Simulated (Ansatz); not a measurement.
## Dielectric response of RbBr (001) films: cost of one run

Ansatz 0.2.0; plane-wave DFT, PBE, Ansatz PAW (set soft_1); PAW set soft_1. The cell holds 16 atoms.

input.yaml

```yaml
crystal:
  lattice:
    - [4.87196572, 0.0, 0.0]
    - [0.0, 4.87196572, 0.0]
    - [0.0, 0.0, 42.115]
  atoms:
    - { symbol: Rb, position: [0.5, 0.5, 0.2137005817] }
    - { symbol: Br, position: [0.0, 0.0, 0.2137005817] }
    - { symbol: Rb, position: [0.0, 0.0, 0.2955004155] }
[... 7 atom lines left out ...]
    - { symbol: Rb, position: [0.0, 0.0, 0.6226997507] }
    - { symbol: Br, position: [0.5, 0.5, 0.6226997507] }
    - { symbol: Rb, position: [0.5, 0.5, 0.7044995845] }
    - { symbol: Br, position: [0.0, 0.0, 0.7044995845] }
    - { symbol: Rb, position: [0.0, 0.0, 0.7862994183] }
    - { symbol: Br, position: [0.5, 0.5, 0.7862994183] }
kpoints:
  mp_grid: { grid: [6, 6, 1] }
hamiltonian:
  xc: pbe
  pseudopotentials: { kind: paw, azcp: { folder: soft_1 } }
scf:
  occupations: { method: fixed }
  convergence: { dr2_threshold: 1.0e-09 }
efield:
  axis: 3
  dipole_correction: true
  ramp_position: 0.97
  ramp_width: 0.06
relax:
  f_tol: 0.003
  max_steps: 100
output:
  write_potential: true
  write_density: true
  volumetric_format: npy
```

Command:

```sh
$ ansatz run input.yaml --threads 4 --pin off --max-ram 8192MiB --backend cpu --events-out ev --progress --plain --runs-dir out
```

The cutoff in use is 420 eV. For reference, a run of the same kind (10 atoms, 10 k-points, 50 bands and 14,751 plane waves; 25 SCF cycles) took 27 s and 1.1 GiB on the same hardware.

What time and memory should one allow on 4 threads of Arm Neoverse V1, shared host?

A cutoff of 420 eV is a sphere of radius 10.5 Å⁻¹, so a cell of 1000 Å³ holds about V·G³/6π² = 19,536 plane waves. At two electrons a band, the 128 electrons need 64 bands, and 16 more are carried. Symmetry cuts the 6×6×1 mesh from 36 to 10 points. The run has 10 k-points, 80 bands and 19,513 plane waves. Taking the work of a cycle as k-points × spins × bands × plane waves, that is 2.1 times the reference, or 57 s at the reference's 25 cycles. The run needed 45 SCF cycles over 6 ionic steps, which makes it about 1.7 min. One copy of the wavefunctions takes 0.23 GiB at 16 bytes a coefficient, against 0.11 GiB in the reference; grids, projectors and work arrays come on top. Measured: about 1.8 min, with a peak of 1.9 GiB. The estimate holds within 25 %.

[Logs are printed without paths, hosts, clocks, repeated set-up lines and the standing remarks that a program may print on its own settings, such as how far it seeks lower states.]

[Hosts, paths, dates, database ids (printed as entryN), source tags and the programs' standing remarks are cut or masked in the printed files.]

[Maps of the electrostatic potential energy from Ansatz leave out the sawtooth potential of an applied field or a dipole correction, so their vacuum need not be flat; planar profiles and work functions include it.]
